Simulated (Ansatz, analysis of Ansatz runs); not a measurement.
## Ni on the Ga site in GaP: charge-transition level, HSE06 on PBE structures

Subject: Ni on the Ga site in GaP. Wanted: its charge-transition level, in one set-up (HSE06 on PBE structures, 64-site cell, PBE lattice, 420 eV, k: 2x2x2 shifted 0.5 0.5 0.5 then the single point 1/4 1/4 1/4). The model is a cell of 64 host atoms with 1 Ga taken out and 1 Ni put in. The level is the Fermi energy at which two charge states have equal formation energy, after a correction for the images of the charge. Exact exchange opens the gap, stiffens bonds and lessens the self-interaction error, at many times the cost.

What was measured. (0/-1) level above the valence-band top: 0.62 eV, by photoconductivity photoresponse (value called somewhat questionable) (quoted in “Electronic structure of transition-atom impurities in GaP”, 1985, V. A. Singh and Alex Zunger, quoting earlier work (1982)). (-1/-2) level above the valence-band top: 1.55 eV, by photocapacitance (quoted in “Electronic structure of transition-atom impurities in GaP”, 1985, V. A. Singh and Alex Zunger, quoting earlier work (1981)). The runs below try to reproduce this.

Program: Ansatz 0.2.0. Level of theory: plane-wave PAW DFT, PBE; relaxation of all atoms of a defect supercell. Results are calculated unless marked as measured.

This is a report of a sequence of runs, with most program output left out.

In doubt: a hybrid run on one k-point (steps 4, 5), which bears on gaps, levels and energies.

### 1. The starting structure

The cell holds 64 atoms: 31 Ga, 32 P and 1 Ni. Cell: a = 11.010 Å, b = 11.010 Å, c = 11.010 Å, α = 90.0°, β = 90.0°, γ = 90.0°. It derives from GaP (space group F-43m). Nearest the centre at fractional (0.500, 0.500, 0.500): Ni57 at 0.00 Å, P16 at 2.38 Å, P38 at 2.38 Å, P23 at 2.38 Å, P61 at 2.38 Å, Ga58 at 3.89 Å, Ga60 at 3.89 Å, Ga59 at 3.89 Å.

The host's primitive cell comes from a first run (plane-wave PAW DFT, PBE; relaxation of the host's cell and atoms): vectors of 3.893, 3.893 and 3.893 Å. That is 20.86 Å³ an atom, 3.0 % over the diffraction cell's volume. The supercell is built on it.

### 2. Relaxation, charge 0

Every later number rests on the structure around the defect, so the atoms are relaxed at the host's lattice first.

Contents of relax0/input.yaml:

```yaml
relax:
  f_tol: 0.02
  max_steps: 80
  random_displacement: { amplitude: 0.05, seed: 823 }
crystal:
  lattice:
    - [11.01025697, 0.0, 0.0]
    - [0.0, 0.0, -11.01025697]
    - [0.0, 11.01025697, 0.0]
  atoms:
    - { symbol: Ga, position: [0.0, 0.0, 0.0] }
    - { symbol: Ga, position: [0.0, 0.25, 0.25] }
    - { symbol: Ga, position: [0.25, 0.0, 0.25] }
    - { symbol: Ga, position: [0.25, 0.25, 0.0] }
    - { symbol: P, position: [0.125, 0.125, 0.125] }
    - { symbol: P, position: [0.125, 0.375, 0.375] }
    - { symbol: P, position: [0.375, 0.125, 0.375] }
    - { symbol: P, position: [0.375, 0.375, 0.125] }
    - { symbol: Ga, position: [0.0, 0.0, 0.5] }
    - { symbol: Ga, position: [0.0, 0.25, 0.75] }
    - { symbol: Ga, position: [0.25, 0.0, 0.75] }
    - { symbol: Ga, position: [0.25, 0.25, 0.5] }
    - { symbol: P, position: [0.125, 0.125, 0.625] }
    - { symbol: P, position: [0.125, 0.375, 0.875] }
    - { symbol: P, position: [0.375, 0.125, 0.875] }
    - { symbol: P, position: [0.375, 0.375, 0.625] }
    - { symbol: Ga, position: [0.0, 0.5, 0.0] }
    - { symbol: Ga, position: [0.0, 0.75, 0.25] }
    - { symbol: Ga, position: [0.25, 0.5, 0.25] }
    - { symbol: Ga, position: [0.25, 0.75, 0.0] }
    - { symbol: P, position: [0.125, 0.625, 0.125] }
    - { symbol: P, position: [0.125, 0.875, 0.375] }
    - { symbol: P, position: [0.375, 0.625, 0.375] }
    - { symbol: P, position: [0.375, 0.875, 0.125] }
    - { symbol: Ga, position: [0.0, 0.5, 0.5] }
    - { symbol: Ga, position: [0.0, 0.75, 0.75] }
    - { symbol: Ga, position: [0.25, 0.5, 0.75] }
    - { symbol: Ga, position: [0.25, 0.75, 0.5] }
    - { symbol: P, position: [0.125, 0.625, 0.625] }
    - { symbol: P, position: [0.125, 0.875, 0.875] }
    - { symbol: P, position: [0.375, 0.625, 0.875] }
    - { symbol: P, position: [0.375, 0.875, 0.625] }
    - { symbol: Ga, position: [0.5, 0.0, 0.0] }
    - { symbol: Ga, position: [0.5, 0.25, 0.25] }
    - { symbol: Ga, position: [0.75, 0.0, 0.25] }
    - { symbol: Ga, position: [0.75, 0.25, 0.0] }
    - { symbol: P, position: [0.625, 0.125, 0.125] }
    - { symbol: P, position: [0.625, 0.375, 0.375] }
    - { symbol: P, position: [0.875, 0.125, 0.375] }
    - { symbol: P, position: [0.875, 0.375, 0.125] }
    - { symbol: Ga, position: [0.5, 0.0, 0.5] }
    - { symbol: Ga, position: [0.5, 0.25, 0.75] }
    - { symbol: Ga, position: [0.75, 0.0, 0.75] }
    - { symbol: Ga, position: [0.75, 0.25, 0.5] }
    - { symbol: P, position: [0.625, 0.125, 0.625] }
    - { symbol: P, position: [0.625, 0.375, 0.875] }
    - { symbol: P, position: [0.875, 0.125, 0.875] }
    - { symbol: P, position: [0.875, 0.375, 0.625] }
    - { symbol: Ga, position: [0.5, 0.5, 0.0] }
    - { symbol: Ga, position: [0.5, 0.75, 0.25] }
    - { symbol: Ga, position: [0.75, 0.5, 0.25] }
    - { symbol: Ga, position: [0.75, 0.75, 0.0] }
    - { symbol: P, position: [0.625, 0.625, 0.125] }
    - { symbol: P, position: [0.625, 0.875, 0.375] }
    - { symbol: P, position: [0.875, 0.625, 0.375] }
    - { symbol: P, position: [0.875, 0.875, 0.125] }
    - { symbol: Ni, position: [0.5, 0.5, 0.5], spin: 3.0 }
    - { symbol: Ga, position: [0.5, 0.75, 0.75] }
    - { symbol: Ga, position: [0.75, 0.5, 0.75] }
    - { symbol: Ga, position: [0.75, 0.75, 0.5] }
    - { symbol: P, position: [0.625, 0.625, 0.625] }
    - { symbol: P, position: [0.625, 0.875, 0.875] }
    - { symbol: P, position: [0.875, 0.625, 0.875] }
    - { symbol: P, position: [0.875, 0.875, 0.625] }
  host:
    repeats: [2, 2, 2]
    atoms:
      - { symbol: Ga, position: [0.0, 0.0, 0.0] }
      - { symbol: Ga, position: [0.0, 0.5, 0.5] }
      # ... 6 more atoms of the perfect host
basis:
  ecutwfc: 420
  xc_grid: 2
hamiltonian:
  xc: pbe
kpoints:
  mp_grid: { grid: [2, 2, 2], shift: [0.5, 0.5, 0.5] }
magnetization:
  spin_polarized: true
  initial_magnetization: 3
  spin_locking: { lock_magnetization: hard }
scf:
  occupations: { method: fermi_dirac, width: 0.01 }
  max_iter: 120
output:
  forces: true
  charged_corrections:
    epsilon: 10.62
    static_epsilon: 12.85
    defect_position: [0.5, 0.5, 0.5]
checkpoint:
  write: "../relax0.run"
  compress: false
  write_wavefunctions: true
  write_every: 100000
```

The run is started by

```console
$ ansatz run input.yaml --threads 32 --pin off --max-ram 131891MiB --backend cuda --events-out ev --progress --plain --runs-dir out
```

It took 12 s on 1 × NVIDIA GB200 with 32 threads of Arm Neoverse V2, shared host; peak memory 4.6 GiB; 70 s of CPU time.

Relaxation path:

```tsv
step	energy less that of the first step (eV)	largest force component (eV/Å)
1	0.0000	0.9595
2	-1.0080	0.3890
3	-1.1767	0.0149
4	-1.1767	0.0149
```

The atoms that moved most (Å, from the sites as typed, ahead of the random displacement, the mean shift of all atoms taken out):

```tsv
atom	dx	dy	dz	length
P16	0.067	-0.069	-0.068	0.117
P23	0.067	0.068	0.067	0.117
P38	-0.069	0.067	-0.066	0.117
P61	-0.067	-0.066	0.069	0.117
Ga51	-0.024	0.025	0.005	0.035
Ga60	-0.025	0.006	0.023	0.035
Ga42	-0.006	-0.025	-0.023	0.034
Ga58	0.005	-0.024	0.024	0.034
```

Neighbours of Ni57 at the end:

```tsv
atom	distance (Å)
P16	2.266
P38	2.267
P61	2.267
P23	2.267
Ga51	3.858
Ga60	3.858
Ga42	3.859
Ga58	3.859
Ga44	3.859
Ga19	3.859
Ga28	3.860
Ga12	3.860
Ga27	3.860
Ga50	3.861
Ga59	3.861
Ga34	3.861
```

Read from the output:

* free energy: -147320.8277 eV
* total moment: 3 μB
* integral of the absolute spin density: 3.030 μB
* spin contamination: 0.007635

The relaxation ends 18 meV an atom lower than the displaced start, with a largest force component of 0.015 eV/Å.

### 3. Relaxation, charge −1

The input displaces the atoms at random before the relaxation, so that it can leave a symmetric saddle if there is one.

Contents of relax1/input.yaml:

```yaml
relax:
  f_tol: 0.02
  max_steps: 80
  random_displacement: { amplitude: 0.05, seed: 823 }
crystal:
  lattice:
    - [11.01025697, 0.0, 0.0]
    - [0.0, 0.0, -11.01025697]
    - [0.0, 11.01025697, 0.0]
  atoms:
    - { symbol: Ga, position: [0.0, 0.0, 0.0] }
    - { symbol: Ga, position: [0.0, 0.25, 0.25] }
[... 13 atom lines left out ...]
    - { symbol: P, position: [0.375, 0.375, 0.625] }
[... 6 atom lines left out ...]
    - { symbol: P, position: [0.375, 0.625, 0.375] }
[... 3 atom lines left out ...]
    - { symbol: Ga, position: [0.25, 0.5, 0.75] }
    - { symbol: Ga, position: [0.25, 0.75, 0.5] }
[... 9 atom lines left out ...]
    - { symbol: P, position: [0.625, 0.375, 0.375] }
[... 3 atom lines left out ...]
    - { symbol: Ga, position: [0.5, 0.25, 0.75] }
[... 1 atom line left out ...]
    - { symbol: Ga, position: [0.75, 0.25, 0.5] }
[... 12 atom lines left out ...]
    - { symbol: Ni, position: [0.5, 0.5, 0.5], spin: 2.0 }
    - { symbol: Ga, position: [0.5, 0.75, 0.75] }
    - { symbol: Ga, position: [0.75, 0.5, 0.75] }
    - { symbol: Ga, position: [0.75, 0.75, 0.5] }
    - { symbol: P, position: [0.625, 0.625, 0.625] }
[... 2 atom lines left out ...]
    - { symbol: P, position: [0.875, 0.875, 0.625] }
  host:
    repeats: [2, 2, 2]
    atoms:
      - { symbol: Ga, position: [0.0, 0.0, 0.0] }
      - { symbol: Ga, position: [0.0, 0.5, 0.5] }
      # ... 6 more atoms of the perfect host
total_charge: -1
basis:
  ecutwfc: 420
  xc_grid: 2
hamiltonian:
  xc: pbe
kpoints:
  mp_grid: { grid: [2, 2, 2], shift: [0.5, 0.5, 0.5] }
magnetization:
  spin_polarized: true
  initial_magnetization: 2
  spin_locking: { lock_magnetization: hard }
scf:
  occupations: { method: fermi_dirac, width: 0.01 }
  max_iter: 120
output:
  forces: true
  charged_corrections:
    epsilon: 10.62
    static_epsilon: 12.85
    defect_position: [0.5, 0.5, 0.5]
checkpoint:
  write: "../relax1.run"
  compress: false
  write_wavefunctions: true
  write_every: 100000
```

Elapsed: 13 s, on 1 × NVIDIA GB200 with 32 threads; peak memory 4.5 GiB.

Relaxation path:

```tsv
step	energy less that of the first step (eV)	largest force component (eV/Å)
1	0.0000	1.0146
2	-1.1058	0.3798
3	-1.2809	0.0761
4	-1.2841	0.0058
```

The atoms that moved most (Å, from the sites as typed, ahead of the random displacement, the mean shift of all atoms taken out):

```tsv
atom	dx	dy	dz	length
P16	0.078	-0.078	-0.079	0.136
P38	-0.078	0.078	-0.078	0.136
P61	-0.078	-0.078	0.079	0.136
P23	0.078	0.078	0.078	0.136
Ga58	0.026	-0.034	0.034	0.055
Ga42	-0.026	-0.034	-0.034	0.055
Ga50	-0.026	0.034	0.034	0.054
Ga51	-0.034	0.034	0.026	0.054
```

Neighbours of Ni57 at the end:

```tsv
atom	distance (Å)
P16	2.248
P38	2.248
P61	2.248
P23	2.249
Ga42	3.844
Ga34	3.845
Ga44	3.845
Ga12	3.845
Ga58	3.845
Ga51	3.845
Ga19	3.845
Ga27	3.845
Ga59	3.845
Ga50	3.845
Ga60	3.846
Ga28	3.846
```

Numbers from this step:

```
free energy                           : -147313.9681 eV
total moment                          : 2 μB
integral of the absolute spin density : 2.050 μB
spin contamination                    : 0.01091
```

The series, run alike:

```tsv
run	outcome	energy less the first (eV)	moment (μB)	time
relaxation, charge −1	converged	0.0000	2.00	13 s
relaxation, charge −2	converged	7.3788	1.00	27 s
```

The relaxation ends 20 meV an atom lower than the displaced start, with a largest force component of 0.0058 eV/Å.

### 4. Single point, charge 0

The relaxed structure is kept, and the final numbers are taken at the final level and k-points.

This step: plane-wave PAW DFT, HSE06; single point of a defect supercell on the structure relaxed with PBE.

Contents of point0/input.yaml:

```yaml
crystal:
  lattice:
    - [11.01025697, 0.0, 0.0]
    - [0.0, 0.0, -11.01025697]
    - [0.0, 11.01025697, 0.0]
  atoms:
    - { symbol: Ga, position: [-0.000461695, 0.00012147, -4.7747e-05] }
    - { symbol: Ga, position: [-0.000658325, 0.250417723, 0.250002801] }
[... 13 atom lines left out ...]
    - { symbol: P, position: [0.380526814, 0.381304637, 0.618659336] }
[... 6 atom lines left out ...]
    - { symbol: P, position: [0.380585659, 0.618996637, 0.381088117] }
[... 10 atom lines left out ...]
    - { symbol: Ga, position: [0.499750117, 0.252011722, 0.252012164] }
[... 3 atom lines left out ...]
    - { symbol: P, position: [0.61819702, 0.381115248, 0.380988412] }
[... 3 atom lines left out ...]
    - { symbol: Ga, position: [0.498925566, 0.252187487, 0.747641484] }
[... 1 atom line left out ...]
    - { symbol: Ga, position: [0.747243701, 0.252176251, 0.499445825] }
[... 6 atom lines left out ...]
    - { symbol: Ga, position: [0.747292991, 0.49968273, 0.25214327] }
[... 5 atom lines left out ...]
    - { symbol: Ni, position: [0.499497863, 0.500093411, 0.499910718], spin: 3.0 }
    - { symbol: Ga, position: [0.499963926, 0.747954793, 0.747685797] }
    - { symbol: Ga, position: [0.747385192, 0.500525848, 0.747963688] }
    - { symbol: Ga, position: [0.747197417, 0.74799499, 0.500435622] }
    - { symbol: P, position: [0.618409836, 0.6188502, 0.61886777] }
[... 2 atom lines left out ...]
    - { symbol: P, position: [0.873789167, 0.874511981, 0.624563749] }
  host:
    repeats: [2, 2, 2]
    atoms:
      - { symbol: Ga, position: [0.0, 0.0, 0.0] }
      - { symbol: Ga, position: [0.0, 0.5, 0.5] }
      # ... 6 more atoms of the perfect host
basis:
  ecutwfc: 420
  xc_grid: 2
hamiltonian:
  xc: hse06
kpoints:
  mp_grid: { grid: [1, 1, 1], shift: [0.25, 0.25, 0.25] }
magnetization:
  spin_polarized: true
  initial_magnetization: 3
  spin_locking: { lock_magnetization: hard }
scf:
  occupations: { method: fermi_dirac, width: 0.01 }
  max_iter: 120
output:
  forces: true
  charged_corrections:
    epsilon: 10.62
    static_epsilon: 12.85
    defect_position: [0.5, 0.5, 0.5]
  eigenvalues: true
checkpoint:
  read: "../relax0.run"
  write: "../point0.run"
  compress: false
  write_wavefunctions: true
  write_every: 100000
```

Wall time 24 s (1 × NVIDIA GB200 with 32 threads); peak memory 3.6 GiB; 1.8 min of CPU time.

Read from the output:

- free energy: -147351.9138 eV
- total moment: 3 μB
- integral of the absolute spin density: 3.173 μB
- spin contamination: 0.02578

### 5. Single point, charge −1

This step: plane-wave PAW DFT, HSE06; single point of a defect supercell on the structure relaxed with PBE.

Contents of point1/input.yaml:

```yaml
crystal:
  lattice:
    - [11.01025697, 0.0, 0.0]
    - [0.0, 0.0, -11.01025697]
    - [0.0, 11.01025697, 0.0]
  atoms:
    - { symbol: Ga, position: [-0.000519667, 0.000111666, -0.000118316] }
    - { symbol: Ga, position: [-0.000393888, 0.250567314, 0.250315648] }
[... 13 atom lines left out ...]
    - { symbol: P, position: [0.381585242, 0.38222972, 0.617755665] }
[... 6 atom lines left out ...]
    - { symbol: P, position: [0.381570045, 0.617969326, 0.382013531] }
[... 10 atom lines left out ...]
    - { symbol: Ga, position: [0.501794505, 0.253166914, 0.252956805] }
[... 3 atom lines left out ...]
    - { symbol: P, position: [0.617360969, 0.382210254, 0.382005374] }
[... 3 atom lines left out ...]
    - { symbol: Ga, position: [0.497149972, 0.253173828, 0.746782289] }
[... 1 atom line left out ...]
    - { symbol: Ga, position: [0.746411029, 0.25316096, 0.497552326] }
[... 6 atom lines left out ...]
    - { symbol: Ga, position: [0.746419729, 0.497768769, 0.252975035] }
[... 5 atom lines left out ...]
    - { symbol: Ni, position: [0.499475267, 0.500039811, 0.499899681], spin: 2.0 }
    - { symbol: Ga, position: [0.501801663, 0.746990535, 0.746795003] }
    - { symbol: Ga, position: [0.746433311, 0.50242584, 0.746822082] }
    - { symbol: Ga, position: [0.746411875, 0.7470369, 0.502205349] }
    - { symbol: P, position: [0.617385795, 0.617961131, 0.61776085] }
[... 2 atom lines left out ...]
    - { symbol: P, position: [0.873996994, 0.874623263, 0.624644192] }
  host:
    repeats: [2, 2, 2]
    atoms:
      - { symbol: Ga, position: [0.0, 0.0, 0.0] }
      - { symbol: Ga, position: [0.0, 0.5, 0.5] }
      # ... 6 more atoms of the perfect host
total_charge: -1
basis:
  ecutwfc: 420
  xc_grid: 2
hamiltonian:
  xc: hse06
kpoints:
  mp_grid: { grid: [1, 1, 1], shift: [0.25, 0.25, 0.25] }
magnetization:
  spin_polarized: true
  initial_magnetization: 2
  spin_locking: { lock_magnetization: hard }
scf:
  occupations: { method: fermi_dirac, width: 0.01 }
  max_iter: 120
output:
  forces: true
  charged_corrections:
    epsilon: 10.62
    static_epsilon: 12.85
    defect_position: [0.5, 0.5, 0.5]
  eigenvalues: true
checkpoint:
  read: "../relax1.run"
  write: "../point1.run"
  compress: false
  write_wavefunctions: true
  write_every: 100000
```

The job ended after 23 s (1 × NVIDIA GB200 with 32 threads; peak memory 3.6 GiB; 1.8 min of CPU time).

Read from the output:

```
free energy                           : -147345.3565 eV
total moment                          : 2 μB
integral of the absolute spin density : 2.266 μB
spin contamination                    : 0.02338
```

The series, run alike:

```tsv
run	outcome	energy less the first (eV)	moment (μB)	time
single point, charge −1	converged	0.0000	2.00	23 s
single point, charge −2	converged	7.4394	1.00	35 s
```

### 6. Charge-transition levels

A charged cell feels its images and has its own zero of potential; this step corrects both and places the level between the host's band edges.

This step: place-levels on HSE06 runs: charge-transition levels with image-charge correction and potential alignment at the atomic sites.

Contents of levels.yaml:

```yaml
host:
  run: host.point.run
  levels_from: { run: edges.run }
states: [point0.run, point1.run, point2.run]
geometry_from:
  point0.run: relax0.run
  point1.run: relax1.run
  point2.run: relax2.run
```

The run is started by

```console
$ ansatz place-levels levels.yaml -- --threads 32 --pin off --max-ram 131891MiB
```

Wall time 0.21 s (32 threads).

Read from the output:

```
gap : 2.323 eV
```

### 7. What came out

```yaml
static_dielectric_constant_used: 12.8
band_gap_of_the_host: 2.32 eV
0_minus_1_level_above_the_valence_band_top: 0.40 eV
minus_1_minus_2_level_above_the_valence_band_top: 1.57 eV
time_of_the_whole_chain: 3.8 min on 32 threads and a graphics card
```

What this shows: (0/-1) level above the valence-band top: computed 0.40 eV, measured 0.62 eV; 0.22 eV below the measurement. (-1/-2) level above the valence-band top: computed 1.57 eV, measured 1.55 eV; within the quoted range. The level is counted in a gap of 2.32 eV, and the correction is screened by a dielectric constant of 12.8 from a linear-response run on the host (PBE). The total moment is locked at the high-spin value, which doesn't force the spin onto the d shell; spin-orbit coupling, which lowers the gap of these hosts' heavier members, is left out. Limits: the total moment of each charge state is locked at an assumed value; the structure comes from another functional than the final numbers.

[Logs are printed without paths, hosts, clocks, repeated set-up lines and the standing remarks that a program may print on its own settings, such as how far it seeks lower states.]

[Hosts, paths, dates, database ids (printed as entryN), source tags and the programs' standing remarks are cut or masked in the printed files.]

[For some hosts the program warned that the k-mesh of the response run may be too coarse for force constants and the static dielectric constant; such warnings are not shown here.]
